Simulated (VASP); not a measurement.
**YbH3: equation of state with PBE**

The system is YbH3.

```
Yb H
1.0
     0.00000    2.60497    2.60497
     2.60497    0.00000    2.60497
     2.60497    2.60497    0.00000
Yb H
1 3
Direct
  0.00000 0.00000 0.00000
  0.50000 0.50000 0.50000
  0.25000 0.25000 0.25000
  0.75000 0.75000 0.75000
```

The cell comes from a database or a generator and needn't be the stable form of this composition.

```json
{
 "Program": "VASP 6.6.1",
 "Task": "equation of state",
 "Functional": "PBE",
 "Potentials or basis": "VASP PAW PBE potentials, release 64 (Yb, H)",
 "Cutoff": "520 eV",
 "k mesh": "9 × 9 × 9",
 "Occupations": "fermi-dirac, width 0.05 eV",
 "Spin": "collinear spin, ferromagnetic start",
 "Starting moments": "[1.0, 0.0, 0.0, 0.0] μB",
 "Further INCAR settings": "ALGO = Normal; EDIFF = 1e-07; NBANDS = 26"
}
```

| Item | Value |
| --- | --- |
| Equilibrium volume | 8.22 Å³/atom (rough: see the caveat) |
| Bulk modulus | 84 GPa (rough) |

Energy against volume, from the lowest point:
| volume (Å³/atom) | energy (meV/atom) |
| --- | --- |
| 8.308 | 0.00 |
| 8.485 | 1.87 |
| 8.662 | 5.43 |
| 8.839 | 10.53 |
| 9.015 | 17.00 |
| 9.192 | 24.71 |
| 9.369 | 33.54 |

All runs of the series together: 12 min on 1 thread of Intel(R) Xeon(R) Platinum 8488C (Sapphire Rapids), on a shared host.

Caveat: the minimum lies outside the volumes run; without U or exact exchange the open f shell lies at the Fermi level, which spoils levels, moments and volumes. The state reached can hang on the start; a lower one may exist.
